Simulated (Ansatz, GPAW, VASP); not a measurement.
One calculation of Pd, 3 ways

```
CELL_PARAMETERS angstrom
0.00000 1.94650 1.94650
1.94650 0.00000 1.94650
1.94650 1.94650 0.00000
ATOMIC_POSITIONS crystal
Pd 0.00000 0.00000 0.00000
```

Alike in all runs: task single point; functional RPBE; k mesh 12 × 12 × 12; occupations gaussian, width 0.1 eV; no spin polarisation; no spin-orbit coupling. Pressure is positive in compression and, in plane waves, holds the error of the finite cutoff.

```json
{"program and potentials": "Ansatz, all-electron LAPW, scalar-relativistic", "plane-wave cutoff (eV)": "-", "notes": "-", "band gap (eV)": "no gap", "pressure (GPa)": "11.54"}
{"program and potentials": "VASP, PBE PAW files Pd, 520 eV", "plane-wave cutoff (eV)": "520", "notes": "potentials made for PBE; 10 valence electrons an atom on average", "band gap (eV)": "no gap", "pressure (GPa)": "11.41"}
{"program and potentials": "GPAW, the program's PAW data sets (release 1.2.1) made for this functional", "plane-wave cutoff (eV)": "600", "notes": "16 valence electrons an atom on average", "band gap (eV)": "no gap", "pressure (GPa)": "11.81"}
```

None finds a gap. The pressure spans 11.41 (VASP, PBE PAW files Pd, 520 eV) to 11.81 GPa (GPAW, the program's PAW data sets (release 1.2.1) made for this functional), with all-electron results at 11.54. The cell lies far from this level's equilibrium.

The functional is the same throughout but for its coding, so the spread measures potentials, basis and numerics; runs on potential files found faulty are left out.
